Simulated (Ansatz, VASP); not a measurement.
**C: VASP beside Ansatz**

```xyz
3
Lattice="2.6197 0.0000 0.0000 0.0000 2.6197 0.0000 0.0000 0.0000 2.6197" Properties=species:S:1:pos:R:3 pbc="T T T"
C     0.0000    1.3099    1.3099
C     1.3099    0.0000    1.3099
C     1.3099    1.3099    0.0000
```

The cell was built by a generator and needn't be a form met in nature.

Alike in both runs: task relaxation of cell and atoms; functional BLYP; k mesh 10 × 10 × 10; occupations fermi-dirac, width 0.05 eV; no spin polarisation.

|  | VASP | Ansatz |
| --- | --- | --- |
| version | VASP 6.6.1 | Ansatz 0.2.0 |
| potentials or method | VASP PAW PBE potentials, release 64 (C) | Ansatz PAW |
| plane-wave cutoff (eV) | 600 | 420 |
| valence electrons in the cell | 12 | 12 |

|  | VASP | Ansatz | Ansatz less VASP |
| --- | --- | --- | --- |
| gap on the k mesh at the Fermi level, each at its own relaxed structure (eV) | none | none | - |
| relaxed volume (Å³/atom) | 6.75 | 6.75 | -0.002 |
| relaxed cell length with the largest relative difference (Å) | 2.726 | 2.726 | -0.0003 |
| energy change over the relaxation (meV/atom) | -43 | -44 | -0.4 |

A gap of «none» marks a metal or a gap that the smearing closes.

Caveats: the PAW data sets were made with another functional, which shifts forces and pressure a little (VASP); the plane-wave basis is chosen anew once the cell has moved, so the energies of steps on either side of that aren't comparable (Ansatz); the pressure holds a Pulay correction of +0.6 GPa for the finite cutoff (Ansatz); the PAW data sets come from PBE, with cores solved anew for the run's functional, which leaves a small shift of forces and pressure (Ansatz).
